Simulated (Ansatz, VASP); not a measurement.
Ca2Se: VASP beside Ansatz

```
CELL_PARAMETERS angstrom
4.00007 0.00000 0.00000
-2.00004 3.46416 0.00000
0.00000 0.00000 7.25157
ATOMIC_POSITIONS crystal
Ca 0.33333 0.66667 0.74531
Ca 0.33333 0.66667 0.25469
Se 0.00000 0.00000 0.00000
```

Change from the starting cell: species swapped into the Te2Mo type (P-6m2, No. 187).

Alike in both runs: functional PBE; k mesh 6 × 6 × 2; occupations gaussian, width 0.1 eV; no spin polarisation.

Ansatz relaxed the structure, and its values are those at the end. VASP's run is a single point on that final structure, the one shown.

```csv
,VASP,Ansatz
version,VASP 6.6.1,Ansatz 0.2.0
potentials or method,"VASP PAW PBE potentials, release 64 (Ca_sv, Se)","scalar-relativistic, plane waves, PAW"
plane-wave cutoff (eV),520,420
valence electrons in the cell,26,36
```

VASP gave:

```
gap on the k mesh at the Fermi level (eV) : none
pressure (GPa)                            : 0.3
rms of the force components (eV/Å)        : 0.018
```

What did Ansatz give for the same quantities?

gap on the k mesh at the Fermi level (eV): none; pressure (GPa): 0.2; rms of the force components (eV/Å): 0.010.

A gap of «none» marks a metal or a gap that the smearing closes. The functional is the same, so the differences come from potentials, cutoffs and numerics. The two sets of potentials don't hold the same shells in valence.

Caveats: the k mesh is coarse (spacing up to 0.43 Å⁻¹), so the values aren't converged.
